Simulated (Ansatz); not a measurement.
Crystal: TiC.

```
Ti C
1.0
     3.04209    0.00000    0.00000
    -1.52104    2.63452    0.00000
     0.00000    0.00000    2.69797
Ti C
1 1
Direct
  0.00000 0.00000 0.50000
  0.33333 0.66667 0.00000
```

The cell was built by a generator and needn't be a form met in nature.

* Program: Ansatz 0.2.0
* Task: relaxation of cell and atoms
* Functional: PBEsol0
* Potentials or basis: Ansatz PAW
* Cutoff: 420 eV (not typed: the program's choice for these potentials)
* k mesh: 5 × 5 × 5
* Occupations: fermi-dirac, width 0.05 eV
* Spin: no spin polarisation

At the start: volume 10.81 Å³/atom.

Q: Where does the relaxation end?

A: It ends after 6 steps and the volume is 10.41 Å³/atom (-3.7 %); space group P-6m2 (No. 187, to 0.05 Å).

Step by step:
```tsv
step	energy change (eV)	largest force (eV/Å)	volume (Å³)
1	0.0000	0.0000	21.62
2	-0.0187	0.0000	20.92
3	-0.0290	0.0000	20.63
4	-0.0310	0.0000	20.84
5	-0.0311	0.0000	20.82
6	-0.0302	0.0000	20.82
```

Final structure:
```
Ti C
1.0
     3.01686    0.00000    0.00000
    -1.50843    2.61268    0.00000
     0.00000    0.00000    2.64150
Ti C
1 1
Direct
  0.00000 0.00000 0.50000
  0.33333 0.66667 0.00000
```

Caveat: the k mesh is coarse (spacing up to 0.48 Å⁻¹), so the values aren't converged, least of all with exact exchange; the plane-wave basis is chosen anew once the cell has moved, so the energies of steps on either side of that aren't comparable; the PAW data sets come from PBE, with cores solved anew for the run's functional, which leaves a small shift of forces and pressure.
